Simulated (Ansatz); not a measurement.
Input and command of a plane-wave DFT calculation in Ansatz:

```yaml
crystal:
  lattice:
    - [4.4308490675, 0.0, 0.0]
    - [0.0, 4.4308490675, 0.0]
    - [0.0, 0.0, 4.4308490675]
  atoms:
    - { symbol: Co, position: [0.1189584321, 0.1189584321, 0.1189584321] }
    - { symbol: Co, position: [0.3459638348, 0.8622262452, 0.6693072967] }
    - { symbol: Co, position: [0.6693072967, 0.3459638348, 0.8622262452] }
    - { symbol: Co, position: [0.8622262452, 0.6693072967, 0.3459638348] }
    - { symbol: Si, position: [0.8349377691, 0.8349377691, 0.8349377691] }
    - { symbol: Si, position: [0.6525365126, 0.1648626085, 0.3551001936] }
    - { symbol: Si, position: [0.3551001936, 0.6525365126, 0.1648626085] }
    - { symbol: Si, position: [0.1648626085, 0.3551001936, 0.6525365126] }
basis:
  ecutwfc: 420
kpoints:
  mp_grid: { grid: [10, 10, 10] }
hamiltonian:
  xc: pbe
scf:
  occupations: { method: gaussian, width: 0.15 }
output:
  forces: true
  stress: true
  eigenvalues: true
```

```bash
ansatz run input.yaml --threads 2 --pin off --max-ram 5120MiB --backend cpu --events-out ev --progress --plain --runs-dir out
```

Processor: Intel(R) Xeon(R) Processor @ 2.70GHz, 2 threads, on a host shared with other jobs.

How long does it run, and how much memory does it take?

About 36 s on 2 threads of Intel(R) Xeon(R) Processor @ 2.70GHz, with other jobs on the host, peak memory 0.78 GiB. It solves 51 bands at 172 k points (the mesh reduced by symmetry) with about 1743 plane waves, in 8 SCF iterations.
